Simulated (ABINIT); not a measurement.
# BeTe (F-43m) in ABINIT: further runs, part 2 of 2

ABINIT 10.8.3 (patched build).

**3. Single point, HSE06**

The input, run.abi:

```
# Pseudopotentials
pp_dirpath "./"
pseudos "Te_ONCV_PBE-1.2.upf, Be_ONCV_PBE-1.2.upf"

# Structure
acell 3*1.0
rprim
     0.0000000000     5.2345413652     5.2345413652
     5.2345413652     0.0000000000     5.2345413652
     5.2345413652     5.2345413652     0.0000000000
ntypat 2
znucl 52 4
natom 2
typat 1 2
xcart
     7.8518120478     7.8518120478     7.8518120478
     0.0000000000     0.0000000000     0.0000000000

# Plane-wave basis
ecut 26.0

# k points
kptopt 1
ngkpt 6 6 6
nshiftk 1
shiftk 0.0 0.0 0.0

# Exchange and correlation
ixc -428

# Bands and occupations
nband 12
occopt 1

# SCF cycle
nstep 60
diemac 6.0
toldfe 1.0e-7

# Output
iomode 3
prtwf 0
prtden 0
prteig 0
prtebands 0
enunit 1
prtvol 2
```

Potentials or basis: SG15 NC PBE v1.2.

Started as:

```
$ mpirun --bind-to none -np 8 abinit run.abi > log 2>&1
```

run.abo:

```text
.Version 10.8.3 of ABINIT
 Symmetries : space group F-4 3 m (#216); Bravais cF (face-center cubic)
================================================================================
 Values of the parameters that define the memory need of the present run
     intxc =       0    ionmov =       0      iscf =       7    lmnmax =       6
     lnmax =       6     mgfft =      36  mpssoang =       3    mqgrid =    3001
     natom =       2  nloc_mem =       1    nspden =       1   nspinor =       1
    nsppol =       1      nsym =      24    n1xccc =       0    ntypat =       2
    occopt =       1   xclevel =       2
       mpw =        1853          nfft =       46656          nkpt =          16
================================================================================
================================================================================

--------------------------------------------------------------------------------
------------- Echo of variables that govern the present computation ------------
--------------------------------------------------------------------------------
 -outvars: echo values of preprocessed input variables --------
            acell      1.0000000000E+00  1.0000000000E+00  1.0000000000E+00 Bohr
              amu      1.27600000E+02  9.01218200E+00
           diemac      6.00000000E+00
             ecut      2.60000000E+01 Hartree
           enunit           1
              ixc        -428
         kptrlatt        6    0    0      0    6    0      0    0    6
          kptrlen      4.44165563E+01
            natom           2
            nband          12
          nbandhf          10
            ngfft          36      36      36
             nkpt          16
           nkpthf         216
            nstep          60
             nsym          24
           ntypat           2
           prtden           0
        prtebands           0
           prteig           0
           prtvol           2
            prtwf           0
            rprim      0.0000000000E+00  5.2345413652E+00  5.2345413652E+00
                       5.2345413652E+00  0.0000000000E+00  5.2345413652E+00
                       5.2345413652E+00  5.2345413652E+00  0.0000000000E+00
          spgroup         216
           toldfe      1.00000000E-07 Hartree
            typat      1  2
          usefock           1
           xangst      4.1549999972E+00  4.1549999972E+00  4.1549999972E+00
                       0.0000000000E+00  0.0000000000E+00  0.0000000000E+00
            xcart      7.8518120478E+00  7.8518120478E+00  7.8518120478E+00
                       0.0000000000E+00  0.0000000000E+00  0.0000000000E+00
             xred      7.5000000000E-01  7.5000000000E-01  7.5000000000E-01
                       0.0000000000E+00  0.0000000000E+00  0.0000000000E+00
            znucl       52.00000    4.00000

================================================================================

 chkinp: Checking input parameters for consistency.

================================================================================
== DATASET  1 ==================================================================

--- !DatasetInfo
iteration_state: {dtset: 1, }
dimensions: {natom: 2, nkpt: 16, mband: 12, nsppol: 1, nspinor: 1, nspden: 1, mpw: 1853, }
cutoff_energies: {ecut:  26.0, pawecutdg:  -1.0, }
[... 143 lines left out ...]
       0.000000000000      0.000000000000      0.000000000000
 rms dE/dt=  0.0000E+00; max dE/dt=  0.0000E+00; dE/dt below (all hartree)
    1       0.000000000000      0.000000000000      0.000000000000
    2       0.000000000000      0.000000000000      0.000000000000

 cartesian coordinates (angstrom) at end:
    1      4.15499999717058     4.15499999717058     4.15499999717058
    2      0.00000000000000     0.00000000000000     0.00000000000000

 cartesian forces (hartree/bohr) at end:
    1     -0.00000000000000    -0.00000000000000    -0.00000000000000
    2     -0.00000000000000    -0.00000000000000    -0.00000000000000
 frms,max,avg= 0.0000000E+00 0.0000000E+00   0.000E+00  0.000E+00  0.000E+00 h/b

 cartesian forces (eV/Angstrom) at end:
    1     -0.00000000000000    -0.00000000000000    -0.00000000000000
    2     -0.00000000000000    -0.00000000000000    -0.00000000000000
 frms,max,avg= 0.0000000E+00 0.0000000E+00   0.000E+00  0.000E+00  0.000E+00 e/A
 length scales=  1.000000000000  1.000000000000  1.000000000000 bohr
              =  0.529177210544  0.529177210544  0.529177210544 angstroms
 Fermi (or HOMO) energy (eV) =   3.55896   Average Vxc (eV)=  -8.00544
 Eigenvalues (   eV  ) for nkpt=  16  k points:
 kpt#   1, nband= 12, wtk=  0.00463, kpt=  0.0000  0.0000  0.0000 (reduced coord)
 -99.94225  -32.94145  -32.94145  -32.94145  -32.91063  -32.91063  -10.14376    3.55896
   3.55896    3.55896    8.30311    8.30372
 kpt#   2, nband= 12, wtk=  0.03704, kpt=  0.1667  0.0000  0.0000 (reduced coord)
 -99.94230  -32.94050  -32.94006  -32.94006  -32.91036  -32.91036   -9.83828    1.40844
   3.14806    3.14806    8.27145    8.89818
 kpt#   3, nband= 12, wtk=  0.03704, kpt=  0.3333  0.0000  0.0000 (reduced coord)
 -99.94243  -32.93862  -32.93757  -32.93757  -32.90959  -32.90959   -9.06310   -1.43002
   2.53720    2.53720    8.01381    9.38573
 kpt#   4, nband= 12, wtk=  0.01852, kpt=  0.5000  0.0000  0.0000 (reduced coord)
 -99.94248  -32.93761  -32.93645  -32.93645  -32.90902  -32.90902   -8.52112   -2.72053
   2.29207    2.29207    7.91087    9.33713
 kpt#   5, nband= 12, wtk=  0.02778, kpt=  0.1667  0.1667  0.0000 (reduced coord)
 -99.94232  -32.94194  -32.93868  -32.93868  -32.91124  -32.90945   -9.73572    1.77679
   2.44875    2.44875    7.63633   10.00069
 kpt#   6, nband= 12, wtk=  0.11111, kpt=  0.3333  0.1667  0.0000 (reduced coord)
 -99.94243  -32.94099  -32.93619  -32.93605  -32.91128  -32.90846   -9.10538   -0.54322
[... 16 lines left out ...]
 kpt#  12, nband= 12, wtk=  0.05556, kpt= -0.3333  0.3333  0.0000 (reduced coord)
 -99.94256  -32.93868  -32.93381  -32.93298  -32.91076  -32.90819   -8.06552   -1.67300
  -0.92293    1.38672    7.61350   11.83565
 kpt#  13, nband= 12, wtk=  0.01389, kpt=  0.5000  0.5000  0.0000 (reduced coord)
 -99.94255  -32.94332  -32.93027  -32.93027  -32.91337  -32.90587   -7.92368   -2.21296
   0.57054    0.57054    6.38948    7.25212
 kpt#  14, nband= 12, wtk=  0.11111, kpt=  0.5000  0.3333  0.1667 (reduced coord)
 -99.94251  -32.93984  -32.93506  -32.93319  -32.91130  -32.90790   -8.47096   -1.34638
   0.14576    1.35414    8.62826    9.68152
 kpt#  15, nband= 12, wtk=  0.11111, kpt= -0.3333  0.3333  0.1667 (reduced coord)
 -99.94257  -32.93755  -32.93613  -32.93183  -32.91084  -32.90811   -8.06514   -1.89550
  -0.34504    0.87111    9.14416    9.54804
 kpt#  16, nband= 12, wtk=  0.05556, kpt= -0.3333  0.5000  0.1667 (reduced coord)
 -99.94258  -32.94016  -32.93347  -32.93030  -32.91207  -32.90710   -7.89136   -1.81586
  -0.25533    0.10166    8.29900    9.01711
 Total charge density [el/Bohr^3]
)     Maximum=    2.2039E+00  at reduced coord.    0.0000    0.0000    0.0000
)Next maximum=    1.9165E+00  at reduced coord.    0.0000    0.0278    0.9722
)     Minimum=    2.2257E-03  at reduced coord.    0.2500    0.2500    0.2500
)Next minimum=    2.2716E-03  at reduced coord.    0.2500    0.2500    0.2222
   Integrated=    2.0000E+01

--- !EnergyTerms
iteration_state     : {dtset: 1, }
comment             : Components of total free energy in Hartree
kinetic             :  4.99202016867196E+01
hartree             :  2.41146289809996E+01
xc                  : -9.03575244604258E+00
Ewald energy        : -6.44626813580914E+01
psp_core            :  3.52801311358850E+00
local_psp           : -6.80507610836075E+01
non_local_psp+x     : -3.64288689494557E+01
total_energy        : -1.00415220055889E+02
...

--- !EnergyTermsDC
iteration_state     : {dtset: 1, }
comment             : '"Double-counting" decomposition of free energy'
band_energy         : -1.99969609326803E+01
Ewald energy        : -6.44626813580914E+01
psp_core            :  3.52801311358850E+00
xc_dc               : -1.94836741990582E+01
total_energy_dc     : -1.00415303376241E+02
...

 Cartesian components of stress tensor (hartree/bohr^3)
  sigma(1 1)= -8.37571388E-05  sigma(3 2)=  0.00000000E+00
  sigma(2 2)= -8.37571388E-05  sigma(3 1)=  0.00000000E+00
  sigma(3 3)= -8.37571388E-05  sigma(2 1)=  0.00000000E+00

-Cartesian components of stress tensor (GPa)         [Pressure=  2.4642E+00 GPa]
- sigma(1 1)= -2.46422010E+00  sigma(3 2)=  0.00000000E+00
- sigma(2 2)= -2.46422010E+00  sigma(3 1)=  0.00000000E+00
- sigma(3 3)= -2.46422010E+00  sigma(2 1)=  0.00000000E+00

== END DATASET(S) ==============================================================
================================================================================

 -outvars: echo values of variables after computation  --------
            acell      1.0000000000E+00  1.0000000000E+00  1.0000000000E+00 Bohr
           etotal     -1.0041522006E+02
            fcart     -0.0000000000E+00 -0.0000000000E+00 -0.0000000000E+00
                      -0.0000000000E+00 -0.0000000000E+00 -0.0000000000E+00
            rprim      0.0000000000E+00  5.2345413652E+00  5.2345413652E+00
                       5.2345413652E+00  0.0000000000E+00  5.2345413652E+00
                       5.2345413652E+00  5.2345413652E+00  0.0000000000E+00
           strten     -8.3757138848E-05 -8.3757138848E-05 -8.3757138848E-05
                       0.0000000000E+00  0.0000000000E+00  0.0000000000E+00
           xangst      4.1549999972E+00  4.1549999972E+00  4.1549999972E+00
                       0.0000000000E+00  0.0000000000E+00  0.0000000000E+00
             xred      7.5000000000E-01  7.5000000000E-01  7.5000000000E-01
                       0.0000000000E+00  0.0000000000E+00  0.0000000000E+00
 Calculation completed.
```

It took 30 min on 8 MPI ranks of AMD EPYC 7R43 (Zen 3), shared host; peak memory 1 GiB.

Results:

```yaml
Free_energy: -2732.4373 eV
Pressure: 2.5 GPa
Band_gap_on_the_k_mesh: 2.83 eV, indirect (least direct gap 4.74 eV)
Valence_electrons_inside_the_program's_atomic_spheres: Te 12.02; Be 3.03
```

Levels at points of the mesh, in eV from the valence-band top:
```csv
k point,band 7,band 8,band 9,band 10,band 11,band 12
"(0.00, 0.00, 0.00)",-13.70,0.00,0.00,0.00,4.74,4.74
"(0.50, 0.00, 0.00)",-12.08,-6.28,-1.27,-1.27,4.35,5.78
"(0.50, 0.50, 0.00)",-11.48,-5.77,-2.99,-2.99,2.83,3.69
```

Caveat: Libxc's HSE differs a little from that of other programs; the potentials were made for another functional, which shifts forces and pressure; spin-orbit coupling is left out, which moves the levels of the heavy elements.
